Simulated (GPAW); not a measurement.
## Cd in GPAW: convergence with basis set

Input of the first run (basis set lcao:sz(dzp)); the others differ in this setting and in those tied to it:

run.py

```python
from ase import Atoms
from ase.dft.bandgap import bandgap
from ase.io import write
from gpaw import GPAW

atoms = Atoms(['Cd', 'Cd'],
              cell=[[2.97887, 0.0, 0.0],
                    [-1.489435, 2.5797770946, 0.0],
                    [0.0, 0.0, 5.61765]],
              scaled_positions=[[0.6666666667, 0.3333333333, 0.75],
                                [0.3333333333, 0.6666666667, 0.25]],
              pbc=True)

calc = GPAW(mode='lcao',
            h=0.16,
            basis='sz(dzp)',
            xc='LDA',
            kpts={'size': (8, 8, 4), 'gamma': True},
            occupations={'name': 'fermi-dirac', 'width': 0.05},
            convergence={'density': 1e-05, 'energy': 1e-05},
            maxiter=100,
            txt='gpaw.txt')
atoms.calc = calc
energy = atoms.get_potential_energy()
forces = atoms.get_forces()
calc.write('gs.gpw')
write('result.traj', atoms)
print(f'Energy: {energy:.6f} eV')
print('Forces (eV/A):')
print(forces.round(4))
print('Fermi level:', round(calc.get_fermi_level(), 4), 'eV')
print(f'Gap: {bandgap(calc)[0]:.4f} eV, direct: {bandgap(calc, direct=True)[0]:.4f} eV')
```

Potentials or basis: the program's PAW data sets (release 1.2.1) made for this functional, lcao:sz(dzp).

The run is started by

```bash
$ OMP_NUM_THREADS=1 python run.py
```

Hardware: 1 thread of Arm Neoverse V1, with other jobs on the host.

```
    basis set  energy less the tightest run, at zero smearing (meV/atom)  SCF cycles  CPU time (s)  peak memory (GiB)
 lcao:sz(dzp)                                                     648.11           7           150                0.2
lcao:szp(dzp)                                                     611.69           7           230                0.2
 lcao:dz(dzp)                                                     385.04           8           240               0.21
     lcao:dzp                                                     374.65           8           350               0.23
           fd                                                     -25.06          13            98               0.35
           pw                                                       0.00           9            19               0.15
```

Not settled before the last step: the energy (to 1 meV/atom). The tightest run that finished is the yardstick and may itself not be fully converged.
